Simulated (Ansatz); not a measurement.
Theory: DFT PBE+D3(BJ), scalar-relativistic, plane waves, PAW (Ansatz). All cells share a 420 eV cutoff and Γ-centred k meshes spaced at most about 0.3 Å⁻¹ (about 0.25 or finer for metals, 2π included). No spin polarisation.

All energies are static (0 K, no zero-point motion).

Question: Which of these relaxed structures of Se is the lowest in energy?
A.

```cif
data_structure
_symmetry_space_group_name_H-M 'P2_1/c'
_symmetry_Int_Tables_number 14
_cell_length_a 8.9399
_cell_length_b 8.8019
_cell_length_c 14.4549
_cell_angle_alpha 90.000
_cell_angle_beta 127.307
_cell_angle_gamma 90.000
_cell_volume 904.70
loop_
_atom_site_label
_atom_site_type_symbol
_atom_site_symmetry_multiplicity
_atom_site_Wyckoff_symbol
_atom_site_fract_x
_atom_site_fract_y
_atom_site_fract_z
_atom_site_occupancy
Se1 Se 4 e 0.09772 0.52403 0.77190 1
Se2 Se 4 e 0.07793 0.34782 0.64134 1
Se3 Se 4 e 0.78076 0.36632 0.45729 1
Se4 Se 4 e 0.57441 0.17636 0.44018 1
Se5 Se 4 e 0.38601 0.31169 0.47641 1
Se6 Se 4 e 0.50834 0.26787 0.67100 1
Se7 Se 4 e 0.69427 0.48521 0.77636 1
Se8 Se 4 e 0.00542 0.39489 0.87324 1
```

B.

```cif
data_structure
_symmetry_space_group_name_H-M 'Pbam'
_symmetry_Int_Tables_number 55
_cell_length_a 4.1159
_cell_length_b 8.2388
_cell_length_c 2.7173
_cell_angle_alpha 90.000
_cell_angle_beta 90.000
_cell_angle_gamma 90.000
_cell_volume 92.14
loop_
_atom_site_label
_atom_site_type_symbol
_atom_site_symmetry_multiplicity
_atom_site_Wyckoff_symbol
_atom_site_fract_x
_atom_site_fract_y
_atom_site_fract_z
_atom_site_occupancy
Se1 Se 4 h 0.68500 0.38090 0.50000 1
```

Answer: A. The other, B, lies 30 meV/atom higher. Forms: A P2_1/c; B Pbam. Counting all near atoms (those within 1.25 times the shortest such distance or 1.15 times the sum of covalent radii; a plus sign parts nearer from farther groups): A has Se 2; B has Se 1+2+2. Origin: A, reached from a cell as deposited in COD; B, reached from a Materials Project cell. The lowest form computed isn't among them: it has the trigonal selenium type, space group P3_121 (No. 152), 24.5 Å³/atom, is reached from a cell as deposited in COD and lies 63 meV/atom below the best shown.

Cells relaxed within their symmetry can be saddle points. Some candidate types were left out of the draw beforehand, so a known form may be missing.
